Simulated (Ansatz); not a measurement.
input.yaml (Ansatz 0.2.0):

```yaml
crystal:
  lattice:
    - [3.2327603961, 0.0, 0.0]
    - [-1.616380198, 2.7996526274, 0.0]
    - [0.0, 0.0, 4.5056765509]
  atoms:
    - { symbol: Fe, position: [0.0, 0.0, 0.0], spin: 4.0 }
    - { symbol: Fe, position: [0.0, 0.0, 0.5], spin: 4.0 }
    - { symbol: O, position: [0.3333333333, 0.6666666667, 0.25] }
    - { symbol: O, position: [0.6666666667, 0.3333333333, 0.75] }
basis:
  ecutwfc: 420
  ecutrho_ratio: 4
kpoints:
  mp_grid: { grid: [12, 12, 8] }
hamiltonian:
  xc: pbe
scf:
  occupations: { method: gaussian, width: 0.05 }
output:
  forces: true
  stress: true
  eigenvalues: true
  populations: true
magnetization:
  spin_polarized: true
relax:
  f_tol: 0.01
  max_steps: 60
  cell: { stress_tol: 0.04 }
```

Launched as:
```sh
ansatz run input.yaml --threads 2 --pin off --max-ram 2662MiB --backend cpu --events-out ev --progress --plain --runs-dir out
```

The start was a prototype's sites filled with these elements. The Crystallography Open Database lists the compound in space groups R-3m, Fm-3m (rock salt), so this is a trial structure.

Question: About how long does the run take on 2 threads of Arm Neoverse V2, on a shared host, and how much memory does it need?

Answer: About 120 s, with a peak of 0.47 GiB.

What the program printed, in part:

```
Pseudopotentials: kind: paw
Pseudopotential: Fe, paw, valence charge 16, recommended cutoff 420 eV (normal), Fe.paw.azcp
Pseudopotential: O, paw, valence charge 6, recommended cutoff 420 eV (normal), O.paw.azcp
Crystal: 4 atoms, lattice volume = 40.779 Å³
Basis set: ecut = 420 eV, 795 PW (Γ), exchange–correlation on 48×48×64 points (8 copies of the dense FFT grid, shifted against one another)
Bands: 32, of which v1, the nominal top of the filled ones, is band 22 counted from 1 (21 counted from 0)
Symmetry: 24 space group operations
Space group: P63/mmc (ITA 194), of the structure as read, at distance tolerance 3.4e-5 Å
Magnetic group: BNS 194.263 (UNI 1493), of the structure as read, at distance tolerance 3.4e-5 Å
k-points: 95 of 1152
Initial density: superposition of atomic densities (chi_scale 0.1, normalization cell, long waves kept (reshape's long-wave potential 0.00 eV rms))
Starting moments: Σ|m| = 8 μB on 2 of 4 sites
Initial wavefunctions: pseudopotential atomic-orbital guess
Functional: x = pbe(κ = 0.804, μ = 0.21951), c = pbe(β = 0.06672)
```

SCF trace (energy estimate counted from the last row; the run made several SCF loops, for ionic steps, more bands or searches for a lower state, numbered loop.iteration):
```tsv
iteration	ΔE (eV)	density residual (eV)	M (μB)
1.1	1.522	7.35e0	7.817
1.2	1.185	1.73e0	7.998
1.3	0.768	4.62e-1	8.000
1.4	0.748	4.17e-2	8.000
1.5	0.739	7.97e-3	8.000
1.6	0.737	2.35e-3	8.000
1.7	0.737	6.24e-4	8.000
1.8	0.737	1.26e-4	8.000
1.9	0.737	1.31e-5	8.000
1.10	0.737	7.49e-7	8.000
1.11	0.737	4.71e-8	8.000
1.12	0.737	6.08e-9	8.000
2.1	0.373	3.63e-2	8.000
…	…	…	…
15.4	0.000	2.33e-10	8.000
15.5	0.000	2.28e-10	8.000
15.6	0.000	9.13e-12	8.000
15.7	0.000	3.25e-13	8.000
```

```
SCF converged after 7 iterations
Magnetization: 8.0000 μB (26.0000 up, 18.0000 down)
Absolute magnetization: 8.0219 μB (∫|ρ↑−ρ↓|, with the PAW one-centre terms)
Per-site moments (μB) at R_I (Å): [(3.42935, 0.89045), (3.42935, 0.89045), (0.36102, 0.89045), (0.36102, 0.89045)]
Free energy (F): -10094.194350 eV
E sigma→0 (E₀):  -10094.192814 eV
Entropy (-TS):   -0.003073 eV (-0.768 meV/atom)
Fermi energy:    14.306953 eV
--- Forces (eV/Å), atoms counted from 1 ---
  atom   1  Fe     0.00000000     0.00000000     0.00000000
  atom   2  Fe     0.00000000     0.00000000     0.00000000
  atom   3  O      0.00000000     0.00000000     0.00000000
  atom   4  O      0.00000000     0.00000000     0.00000000
--- Stress (GPa, compression-positive) ---
       -0.001706       0.000000       0.000000
        0.000000      -0.001706       0.000000
        0.000000       0.000000       0.017001
  P = ⅓ Tr σ = 0.0045 GPa (0.045 kbar)
--- Relaxed structure (12 steps of the walk, 12 accepted, 3 SCFs on fresh bases) ---
  F+E_penalty+E_count = -10094.19434984 eV   max|allowed force component| = 2.660e-17 eV/Å   (the final SCF, on the basis selected at the relaxed cell)
  cell:  # Å, volume = 39.6633 Å³
    - [2.89529, 0.00000, 0.00000]
    - [-1.44764, 2.50739, 0.00000]
    - [0.00000, 0.00000, 5.46356]
  atoms:
    - { symbol: Fe, position: [0.00000, 0.00000, 0.00000] }
    - { symbol: Fe, position: [0.00000, 0.00000, 0.50000] }
    - { symbol: O, position: [0.33333, 0.66667, 0.25000] }
    - { symbol: O, position: [0.66667, 0.33333, 0.75000] }
--- Löwdin populations: 4 sites ---
  site symbol       q [e]    m [muB]
     0     Fe     14.9110     3.5477
     1     Fe     14.9110     3.5477
     2      O      6.9632     0.4609
     3      O      6.9632     0.4609
```

In short (PBE): final volume 9.92 Å³/atom, energy lowered by 184.2 meV/atom, pressure 0.0 GPa, gap on the mesh zero (metallic), site spin moments Fe 3.43; O 0.36 μB.

Absolute energies hang on the potentials; compare differences alone.

The program warned that another magnetic order may lie lower. Site moments are of spin, integrated over atomic spheres. Compounds of this kind are often insulators, Mott or charge-transfer ones with an open 3d shell, so the metal found may come from the functional, which lacks a U or exact exchange, or from the structure. The moments were started parallel, and the real magnetic order may be another.

The open shells may stand above their lowest state.
